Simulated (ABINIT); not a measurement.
Runs of ABINIT 10.8.3 (patched build) on SnO. Symmetry: P4/nmm, No. 129, tetragonal system. The conventional cell has a = 3.814 Å, b = 3.814 Å, c = 4.887 Å, α = 90.00°, β = 90.00°, γ = 90.00°. Sn (site symmetry 4mm) has 4 O at 2.23 Å as nearest neighbours. O (site symmetry -4m2) is surrounded by 4 Sn at 2.23 Å. The cell is a database's computed one.

```tsv
task	level	potentials or basis	cell	k mesh	cutoff (eV)	fine-grid cutoff	cell freedom (optcell)	cutoff smearing ecutsm (Ha)	optimiser (ionmov)	force stop (Ha/bohr)	mesh quality	gap on the mesh (eV)	pressure (GPa)	relaxed volume (Å³/atom)	largest force (eV/Å)
single point	PBE	JTH PAW PBE v2.0	as given	4 × 4 × 4	626	1224.51 eV	-	-	-	-	not flagged	0.17	3.2	-	0.38
single point	LDA	JTH PAW LDA v2.0	as given	9 × 9 × 8	626	1224.51 eV	-	-	-	-	not flagged	0.37	(a)	-	0.25
band structure	r2SCAN	JTH PAW PBE v2.0	as given	7 × 7 × 6	762	1360.57 eV	-	-	-	-	not flagged	(c)	-	-	0.12
band structure	BLYP	JTH PAW PBE v2.0	as given	7 × 7 × 6	762	1360.57 eV	-	-	-	-	not flagged	0.60	7.2	-	(b)
single point	r2SCAN	JTH PAW PBE v2.0	as given	3 × 3 × 2	762	1360.57 eV	-	-	-	-	coarse	1.27	-	-	0.08
relaxation of cell and atoms	PBEsol	JTH PAW PBE v2.0	relaxed	5 × 5 × 4	626	1224.51 eV	2	0.5	22	0.0005	not flagged	0.37	-0.1	17.25	0.01
relaxation of cell and atoms	PBEsol	JTH PAW PBE v2.0	relaxed	5 × 5 × 4	626	1224.51 eV	2	0.5	22	0.0001	not flagged	(d)	0.0	17.24	-
single point	PBE	JTH PAW PBE v2.0	as given	7 × 7 × 6	626	1224.51 eV	-	-	-	-	not flagged	0.39	3.2	-	0.36
```

Alike in all rows: no spin polarisation; smearing fermi-dirac 0.05 eV.

Problem. Estimate the missing entries.

Solution. (a) -3.7; (b) 0.53; (c) 0.51; (d) 0.36.

Caveats: some runs use coarse meshes; spin-orbit coupling is left out, which moves the levels of the heavy elements; an odd mesh through Γ misses points on the zone boundary, where band edges often lie (some runs); the PAW data sets were made with another functional, which shifts forces and pressure a little (some runs); the mesh misses the band edges, which the band path finds closer together (some runs).

A k mesh can miss the band edges, and the runs leave out spin-orbit coupling on Sn.

Not every run made on this cell is shown here.
